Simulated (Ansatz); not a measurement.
# Sn: stress in a strained cell

Aim: deform Sn (equal xy, yz and zx engineering shear strains of +2 %) and compute stress, forces and field gradients with LAPW, PAW and all-electron datasets made for the crystal.

Method: DFT PBEsol, scalar-relativistic, in Ansatz 0.2.0.

## (1) Starting point

Symmetry: I4/mmm, No. 139, tetragonal system. Conventional cell: a = 3.181 Å, b = 3.181 Å, c = 5.831 Å, α = 90.00°, β = 90.00°, γ = 90.00°. Around Sn (site symmetry 4/mmm) lie 4 Sn at 3.18 Å.

Structure file:

```
CELL_PARAMETERS angstrom
-1.59075 1.59075 2.91565
1.59075 -1.59075 2.91565
1.59075 1.59075 -2.91565
ATOMIC_POSITIONS crystal
Sn 0.00000 0.00000 0.00000
```

## (2) After the deformation

Space group I4/mmm before, C2/m after.

## (3) Full-potential LAPW

The input, input.yaml:

```yaml
crystal:
  lattice:
    - [-1.545686, 1.603999, 2.91565]
    - [1.603999, -1.545686, 2.91565]
    - [1.577501, 1.577501, -2.883835]
  atoms:
    - { symbol: Sn, position: [0.0, 0.0, 0.0] }
kpoints:
  mp_grid: { grid: [15, 15, 18] }
  band_path:
    path:
      - [0.0, 0.0, 0.0]
      - [0.5, 0.5, -0.5]
      - [0.8443813366, 0.1556186634, -0.5]
      - [0.1556186634, -0.1556186634, -0.5]
      - [0.0, 0.0, -0.5]
      - [0.0, 0.0, 0.0]
      - [0.5, -0.5, 0.0]
      - [0.5, 0.0, -0.5]
      - [0.0, 0.0, 0.0]
    npoints: 5
scf:
  occupations: { method: fermi_dirac, width: 0.08 }
hamiltonian:
  xc: pbesol
  pseudopotentials: { kind: all_electron, lapw: { basis_error: 0.00025 } }
output:
  forces: true
  stress: true
  eigenvalues: true
```

Run with:

```console
$ ansatz run input.yaml --threads 1 --pin off --max-ram 3072MiB --backend cpu --events-out ev --progress --plain --runs-dir out
```

## (4) Frozen-core PAW

The input, input.yaml:

```yaml
crystal:
  lattice:
    - [-1.545686, 1.603999, 2.91565]
    - [1.603999, -1.545686, 2.91565]
    - [1.577501, 1.577501, -2.883835]
  atoms:
    - { symbol: Sn, position: [0.0, 0.0, 0.0] }
kpoints:
  mp_grid: { grid: [15, 15, 18] }
scf:
  occupations: { method: fermi_dirac, width: 0.08 }
hamiltonian:
  xc: pbesol
  pseudopotentials: { kind: paw }
output:
  forces: true
  stress: true
  eigenvalues: true
  efg: { contact_densities: true }
  write_density: true
  write_potential: true
  elf: true
  volumetric_format: npy
```

## (5) Datasets made for this crystal

Edit input.yaml of step 4 so:

```diff
@@ -13,3 +13,3 @@
   xc: pbesol
-  pseudopotentials: { kind: paw }
+  pseudopotentials: { kind: all_electron, datasets: crystal }
 output:
@@ -19,5 +19 @@
   efg: { contact_densities: true }
-  write_density: true
-  write_potential: true
-  elf: true
-  volumetric_format: npy
```

(Steps that only read results are left out.)

Q: Predict the outcome of this session. Wanted: pressure; largest shear or deviatoric stress.

The runs gave:

| quantity | value |
| --- | --- |
| pressure | LAPW -4.09, PAW -4.09, crystal datasets -4.09 GPa |
| largest shear or deviatoric stress (LAPW) | 1.51 GPa |

The largest part of the stress beyond the pressure is 1.51 GPa in size, in the zz component. No run of the undeformed cell stands beside it, so the pressure holds what the given cell had before the change. PAW: stress within 0.01 GPa of LAPW. Crystal datasets: stress within 0.01 GPa of LAPW.
